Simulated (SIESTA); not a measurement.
## Si under changes of volume

One of the cells (21.259 Å³/atom); the others are scaled copies at fixed shape and fractional positions:

```
Si
1.0
    -3.32544    3.32544    1.92239
     3.32544   -3.32544    1.92239
     3.32544    3.32544   -1.92239
Si
4
Direct
  0.82120 0.17880 0.00000
  0.17880 0.82120 0.00000
  0.82120 0.82120 0.64240
  0.17880 0.17880 0.35760
```

This isn't the form of Si at room conditions, which is diamond.

| Property | Result |
| --- | --- |
| Program | SIESTA 5.4.2 |
| Functional | LDA |
| Potentials or basis | PseudoDojo 0.4 standard (LDA files) |
| Basis | DZP (energy shift 0.003 Ry) |
| Grid cutoff | 500 Ry |
| Energy shift | 0.003 Ry |
| k mesh | 8 × 8 × 8 |
| Occupations | fermi-dirac, width 0.05 eV |
| Spin | no spin polarisation |

| volume (Å³/atom) | energy over the lowest point (meV/atom) | pressure (GPa) | largest force (eV/Å) |
| --- | --- | --- | --- |
| 19.983 | 14.53 | 4.9 | 0.069 |
| 20.409 | 4.55 | 2.7 | 0.037 |
| 20.834 | 0.00 | 0.8 | 0.006 |
| 21.259 | 0.32 | -1.0 | 0.023 |
| 21.684 | 5.02 | -2.5 | 0.051 |
| 22.109 | 13.65 | -3.9 | 0.076 |
| 22.534 | ? | ? | ? |

What does the run at 22.534 Å³/atom give?

Energy over the lowest point 25.81 meV/atom; pressure -5.2 GPa; largest force 0.099 eV/Å.

Worked out: A Birch-Murnaghan fit of order 3 (a polynomial in V^(-2/3)) to the other rows has its minimum at 21.02 Å³/atom with B0 = V·E''(V) = 87 GPa and B' = 4.2 at fixed shape and positions, which overstates the stiffness. It gives 25.83 meV/atom at 22.534 Å³/atom, against the run's 25.81, and -dE/dV = -5.2 GPa, against -5.2.

Energies are extrapolated to zero smearing.

Caveats: the basis of atomic orbitals isn't converged, which shifts pressures, moduli and gaps.
